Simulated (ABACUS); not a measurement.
The system is Hg.

```
Hg
1.0
     3.46181    0.00000    0.00000
    -1.73090    2.99802    0.00000
     0.00000    0.00000    5.48755
Hg
2
Cartesian
  0.0000 1.9987 1.3719
  1.7309 0.9993 4.1157
```

* Program: ABACUS 3.10.1
* Task: single point
* Functional: PBE
* Potentials or basis: PseudoDojo NC SR 0.4.1 PBE standard
* Cutoff: 898 eV
* Density cutoff: 3592 eV
* Basis: plane waves
* k mesh: 9 × 9 × 5
* Occupations: fermi-dirac, width 0.05 eV
* Spin: no spin polarisation

On this cell: pressure 0.9 GPa; largest force under 0.003 eV/Å; band gap on the k mesh none (metal or under the smearing width).

The same run follows on a disturbed copy (atoms moved at random, drawn with an rms of 0.05 Å):

```
Hg
1.0
     3.46181    0.00000    0.00000
    -1.73090    2.99802    0.00000
     0.00000    0.00000    5.48755
Hg
2
Direct
  0.34198 0.67987 0.24162
  0.66938 0.33778 0.75372
```

**Question.** What does the disturbed cell give?

**Answer.** The energy (extrapolated to zero smearing) moves by +1.6 meV/atom; pressure 1.0 GPa; largest force 0.093 eV/Å; band gap on the k mesh none (metal or under the smearing width).

Forces on the atoms (eV/Å):
```
Hg   0.000 -0.002  0.093
Hg   0.000  0.002 -0.093
```

Stress tensor (GPa, compression positive):
```
 0.85 -0.01  0.00
-0.01  0.91 -0.01
 0.00 -0.01  1.10
```
